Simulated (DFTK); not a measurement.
Crystal: MgS (Niningerite).

```xyz
2
Lattice="0.0000 2.6016 2.6016 2.6016 0.0000 2.6016 2.6016 2.6016 0.0000" Properties=species:S:1:pos:R:3 pbc="T T T"
S     2.6016    2.6016    2.6016
Mg    0.0000    0.0000    0.0000
```

Base run:

| Property | Result |
| --- | --- |
| Program | DFTK 0.8.2 |
| Functional | PBE |
| Potentials or basis | SG15 1.2 (PBE) |
| Cutoff | 1225 eV |
| k mesh | 9 × 9 × 9 |
| Occupations | fermi-dirac, width 0.05 eV |
| Spin | no spin polarisation |

Its results: band gap on the k mesh 2.93 eV, indirect (least direct gap 3.70 eV); pressure 1.1 GPa.

**Question.** The run is repeated on the same cell with these changes: functional from PBE to LDA; potentials or basis from SG15 1.2 (PBE) to cp2k.nc.sr.lda.v0_1.largecore.gth (LDA, GTH, large core); cutoff from 1225 eV to 1116 eV; valence electrons from 16 to 8. What comes out?

**Answer.** Band gap on the k mesh 2.72 eV, indirect (least direct gap 3.47 eV); pressure -3.9 GPa.

Caveats: the mesh misses the band edges, which the band path finds closer together; GTH potentials come without recommended cutoffs, and this one wasn't checked for convergence (some runs); this set keeps more shells in the core, which shifts pressures and gaps (some runs).
